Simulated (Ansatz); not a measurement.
Co in its lowest state found on the top face of a (100) slab of Sn (Fd-3m (No. 227)), 6 planes, outer planes Sn (top) and Sn (bottom); 1 a cell of 21.40 Å², its atoms last:

```yaml
crystal:
  lattice:
    - [4.62558, 0.00000, 0.00000]
    - [0.00000, 4.62558, 0.00000]
    - [0.00000, 0.00000, 27.17695]
  atoms:
    - { symbol: Sn, position: [0.00000, 0.50000, 0.31277] }
    - { symbol: Sn, position: [0.00000, 0.00000, 0.37294] }
    - { symbol: Sn, position: [0.50000, 0.00000, 0.43312] }
    - { symbol: Sn, position: [0.50000, 0.50000, 0.49328] }
    - { symbol: Sn, position: [0.00000, 0.50000, 0.55348] }
    - { symbol: Sn, position: [0.00000, 0.00000, 0.63342] }
    - { symbol: Co, position: [0.00000, 0.50000, 0.64180] }
```

Level of theory: Ansatz 0.2.0, DFT PBEsol, scalar-relativistic, plane waves, PAW. Cutoff 420 eV; k points 6×6×1 on the computed 7-atom cell (Γ-centred); Gaussian smearing, width 0.10 eV; collinear spin from starting moments 0 0 0 0 0 0 3 μB. A dipole correction removes the field between periodic images along c.

The clean top face has a work function of 4.58 eV. Adsorption changes the slab's dipole along +c by Δp = +0.0203 e·Å a cell (+0.10 D an adsorbate).

Problem. What change of work function does the Helmholtz equation give?

Solution. A sheet of dipoles makes a step in an electron's potential energy of −e·Δp/(ε0·A), and e/ε0 = 180.95 eV·Å for Δp in e·Å: −180.95 × (0.0203)/21.40 = -0.17 eV. This is the change of φ(top) − φ(bottom). If the bottom face is unmoved, φ(top) becomes 4.41 eV.

Problem. How does that compare with the calculation?

Solution. φ(top) changes by -0.05 eV and φ(bottom) by +0.12 eV, so their difference changes by -0.17 eV. The slab is thin enough for the adsorbate to shift the Fermi level against the bottom face too.

Problem. What does the sign say about the electrons?

Solution. The change of dipole points out of the surface, so the work function falls. The adsorbate sits in the top plane, so electrons that it takes lie at or under the surface atoms. Δp also holds the adsorbate's own dipole and the moves of the surface atoms, so it isn't a charge transfer alone.